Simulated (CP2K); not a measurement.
Set up this calculation in CP2K 2026.2, as the native input.

```
Task                                : single point
Functional                          : SCAN
Potentials or basis                 : POTENTIAL_UZH Ti GTH-PBE-q12, Al GTH-PBE-q3; TZVP-MOLOPT-PBE-GTH basis
Density cutoff                      : 9184 eV
k mesh                              : 10 × 10 × 10
Occupations                         : fermi-dirac, width 0.05 eV
Spin                                : no spin polarisation
SCF solver                          : diagonalisation with k points
Quickstep method                    : GPW
EPS_DEFAULT                         : 1.0E-9
EPS_SCF                             : 1.0E-6
MAX_SCF                             : 100
SCF_GUESS                           : ATOMIC
k points reduced by the point group : yes
Mesh centred on Gamma               : yes
CHOLESKY                            : OFF
EPS_EIGVAL                          : 1.0E-7
MIXING METHOD                       : BROYDEN_MIXING
MIXING ALPHA                        : 0.4
NBUFFER                             : 8
NGRIDS                              : 5
Basis sets                          : Ti TZVP-MOLOPT-PBE-GTH-q12, Al TZVP-MOLOPT-PBE-GTH-q3
Potentials                          : Ti GTH-PBE-q12 of POTENTIAL_UZH, Al GTH-PBE-q3 of POTENTIAL_UZH
ADDED_MOS                           : [17]
REL_CUTOFF (Ry)                     : 60 Ry
MIXING BETA (1/bohr)                : 1.5 1/bohr
CUTOFF of the grids                 : 675 Ry
```

Crystal: TiAl3.

```
Ti Al
1.0
     5.06249    0.00000    0.00000
     2.17669    4.57065    0.00000
    -3.61959   -2.28532    2.70271
Ti Al
1 3
Cartesian
  0.0000 0.0000 0.0000
  1.0883 2.2853 1.3514
  2.5312 0.0000 1.3514
  3.6196 2.2853 0.0000
```

The cell comes from a database or a generator and needn't be the stable form of this composition.

One way to write it, as run:

tial3_scf.inp

```
&GLOBAL
  PROJECT tial3_scf
  RUN_TYPE ENERGY_FORCE
  PRINT_LEVEL LOW
&END GLOBAL
&FORCE_EVAL
  METHOD QS
  STRESS_TENSOR ANALYTICAL
  &DFT
    BASIS_SET_FILE_NAME BASIS_MOLOPT_UZH
    POTENTIAL_FILE_NAME POTENTIAL_UZH
    &MGRID
      CUTOFF 675
      REL_CUTOFF 60
      NGRIDS 5
    &END MGRID
    &QS
      METHOD GPW
      EPS_DEFAULT 1.0E-9
    &END QS
    &KPOINTS
      SCHEME MONKHORST-PACK 10 10 10
      GAMMA_CENTERED T
      SYMMETRY T
      SYMMETRY_BACKEND SPGLIB
    &END KPOINTS
    &SCF
      SCF_GUESS ATOMIC
      EPS_SCF 1.0E-6
      MAX_SCF 100
      ADDED_MOS 17
      CHOLESKY OFF
      EPS_EIGVAL 1.0E-7
      &DIAGONALIZATION ON
        ALGORITHM STANDARD
      &END DIAGONALIZATION
      &MIXING ON
        METHOD BROYDEN_MIXING
        ALPHA 0.4
        BETA 1.5
        NBUFFER 8
      &END MIXING
      &SMEAR ON
        METHOD FERMI_DIRAC
        ELECTRONIC_TEMPERATURE [K] 580.226
      &END SMEAR
    &END SCF
    &XC
      &XC_FUNCTIONAL
        &MGGA_X_SCAN
        &END MGGA_X_SCAN
        &MGGA_C_SCAN
        &END MGGA_C_SCAN
      &END XC_FUNCTIONAL
    &END XC
    &PRINT
      &KPOINTS ON
      &END KPOINTS
      &MULLIKEN ON
      &END MULLIKEN
      &MO ON
        ENERGIES T
        OCCUPATION_NUMBERS T
        &EACH
          QS_SCF 0
        &END EACH
        ADD_LAST NUMERIC
      &END MO
    &END PRINT
  &END DFT
  &SUBSYS
    &CELL
      A 5.0624878778 0.0000000000 0.0000000000
      B 2.1766900807 4.5706458849 0.0000000000
      C -3.6195889792 -2.2853229424 2.7027131151
      PERIODIC XYZ
    &END CELL
    &COORD
      SCALED
      Ti  0.0000000000 0.0000000000 0.0000000000
      Al  0.2500000000 0.7500000000 0.5000000000
      Al  0.7500000000 0.2500000000 0.5000000000
      Al  0.5000000000 0.5000000000 0.0000000000
    &END COORD
    &KIND Ti
      BASIS_SET TZVP-MOLOPT-PBE-GTH-q12
      POTENTIAL GTH-PBE-q12
    &END KIND
    &KIND Al
      BASIS_SET TZVP-MOLOPT-PBE-GTH-q3
      POTENTIAL GTH-PBE-q3
    &END KIND
    &PRINT
      &ATOMIC_COORDINATES ON
      &END ATOMIC_COORDINATES
      &CELL ON
      &END CELL
    &END PRINT
  &END SUBSYS
  &PRINT
    &FORCES ON
    &END FORCES
    &STRESS_TENSOR ON
    &END STRESS_TENSOR
  &END PRINT
&END FORCE_EVAL
```

Potentials or basis: POTENTIAL_UZH Ti GTH-PBE-q12, Al GTH-PBE-q3; TZVP-MOLOPT-PBE-GTH basis.

The run is started by

```bash
$ OMP_NUM_THREADS=1 cp2k.psmp -i tial3_scf.inp -o tial3_scf.out
```

Results of the run:

```json
{"Pressure": "1.3 GPa", "Band gap on the k mesh": "none (metal or under the smearing width)", "Mulliken charges": "Ti +0.35; Al -0.14, -0.08 e"}
```

Caveat: Mulliken charges move with the basis; the potentials were made for another functional, which shifts forces and pressure; the basis of atomic orbitals isn't converged, which shifts pressures, moduli and gaps.

Run time: 4.7 min on 1 thread of Arm Neoverse V1 (shared host), peak memory 0.63 GiB.
